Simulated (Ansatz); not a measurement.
LaAlO3 under a change: biaxial strain +1.30 %, plane normal [001], relaxed out of plane

Start from LaAlO3 in the cubic perovskite structure (space group Pm-3m, No. 221; a = 3.812 Å). Axes: x, y, z lie along the cube axes.

One thing is altered: tensile biaxial strain of 1.30 % in the plane normal to [001], as in epitaxy on a mismatched substrate; the out-of-plane cell vector and the atoms relax.

The values are results of PBE (Ansatz, a program for electronic structure), spin-orbit coupling left out, not measurements. Settings: 9×9×9 k-points, 0.05 eV Fermi–Dirac smearing.

| quantity | base | changed | shift |
|---|---|---|---|
| volume per atom | 11.08 Å³ | 11.26 Å³ | +0.18 Å³ |
| space group | Pm-3m (No. 221) | P4/mmm (No. 123) | – |
| shortest interatomic distance | 1.906 Å | 1.888 Å | -0.018 Å |
| energy relative to the base (free energy F) | 0 meV/atom | +4.0 meV/atom | +4.0 meV/atom |
| pressure (mean of the normal stresses, compression positive) | 0.01 GPa | -2.90 GPa | -2.901 GPa |
| band gap | 3.50 eV | 3.26 eV | -0.24 eV |
| gap character | – | indirect, A → Γ | – |
| smallest direct gap | 3.63 eV | 3.44 eV | -0.184 eV |
| electron mass | – | 0.66 mₑ out of plane, 0.54 mₑ in plane (at Γ) | – |
| out-of-plane strain | – | -0.96 % | – |
| ratio −ε⊥/ε∥ | – | 0.74 | – |

Masses are band curvatures over ±0.01 Å⁻¹ around the edge. No phonon test of stability was made. Many cubic perovskites are stable only at high temperature; tilts and polar distortions were not tested. k-point labels follow each cell's own Brillouin zone.
